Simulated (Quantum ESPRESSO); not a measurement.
**CuAu: equation of state with PBE**

The system is CuAu.

```xyz
2
Lattice="2.8107 0.0000 0.0000 0.0000 2.8107 0.0000 0.0000 0.0000 3.6850" Properties=species:S:1:pos:R:3 pbc="T T T"
Au    0.0000    0.0000    0.0000
Cu    1.4054    1.4054    1.8425
```

* Program: Quantum ESPRESSO 7.5
* Task: equation of state
* Functional: PBE
* Potentials or basis: SSSP 1.3 efficiency PBE
* Cutoff: 816 eV
* Density cutoff: 5987 eV
* k mesh: 9 × 9 × 7
* Occupations: fermi-dirac, width 0.05 eV
* Spin: no spin polarisation
* Mixing beta: 0.5
* Most SCF iterations: 120
* SCF threshold: 4e-10 Ry

```json
{"Equilibrium volume": "14.94 Å³/atom", "Bulk modulus at fixed shape and positions": "144 GPa", "Pressure derivative of the bulk modulus": "5.6"}
```

Energy against volume, from the lowest point:
| volume (Å³/atom) | energy (meV/atom) |
| --- | --- |
| 13.683 | 57.48 |
| 13.974 | 32.34 |
| 14.265 | 14.97 |
| 14.556 | 4.47 |
| 14.847 | 0.00 |
| 15.139 | 0.84 |
| 15.430 | 6.34 |

All runs of the series together: 4.1 min on 1 thread of Arm Neoverse V1 (shared host).

Caveat: the cell was scaled at fixed shape and fractional positions, which overstates the stiffness of a crystal with free parameters, most of all of layers and chains. The run has no spin-orbit coupling, so splittings on Au are missing.
